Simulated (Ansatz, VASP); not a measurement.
## One calculation of Cu3O, two programs

```
CELL_PARAMETERS angstrom
3.78179 0.00000 0.00000
0.00000 3.78179 0.00000
0.00000 0.00000 3.78179
ATOMIC_POSITIONS crystal
Cu 0.50000 0.00000 0.00000
Cu 0.00000 0.50000 0.00000
Cu 0.00000 0.00000 0.50000
O 0.00000 0.00000 0.00000
```

Change from the starting cell: species swapped into the Cu3N type (Pm-3m, No. 221).

Alike in both runs: task single point; functional PBE; k mesh 4 × 4 × 4; occupations gaussian, width 0.1 eV; collinear spin.

|  | VASP | Ansatz |
| --- | --- | --- |
| version | VASP 6.6.1 | Ansatz 0.2.0 |
| potentials or method | VASP PAW PBE potentials, release 64 (Cu, O) | scalar-relativistic, plane waves, PAW |
| plane-wave cutoff (eV) | 520 | 420 |
| valence electrons in the cell | 39 | 63 |

VASP gave:

```
gap on the k mesh at the Fermi level (eV) : none
pressure (GPa)                            : 14.8
net moment per atom (μB)                  : 0.00
```

Problem. What did Ansatz give for the same quantities?

Solution. gap on the k mesh at the Fermi level (eV): none; pressure (GPa): 14.1; net moment per atom (μB): 0.00.

A gap of «none» marks a metal or a gap that the smearing closes. The functional is the same, so the differences come from potentials, cutoffs and numerics. The two sets of potentials don't hold the same shells in valence. Ansatz warned: «seeded_moment_not_kept».

Caveats: the k mesh is coarse (spacing up to 0.42 Å⁻¹), so the values aren't converged; semilocal functionals often make such compounds metallic where correlation or magnetic order opens a gap, which also shifts bond lengths.
